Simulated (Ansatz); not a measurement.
The system is Lu.

```
Lu
1.0
     3.50310    0.00000    0.00000
    -1.75155    3.03377    0.00000
     0.00000    0.00000    5.55090
Lu
2
Direct
  0.66667 0.33333 0.75000
  0.33333 0.66667 0.25000
```

Program: Ansatz 0.2.0. Alike in all runs: task band structure; potentials or basis all-electron LAPW, scalar-relativistic; no spin polarisation; cell as given; k mesh 9 × 9 × 5; cutoff (eV) 173; smearing fermi-dirac 0.05 eV; basis error allowed 0.001 eV/atom.

Task: Order these runs on this cell by their pressure, lowest first.
A. level LDA
B. level PBEsol
C. level PBE

Result: A (-5.6 GPa), B (-3.0 GPa), C (-0.5 GPa).
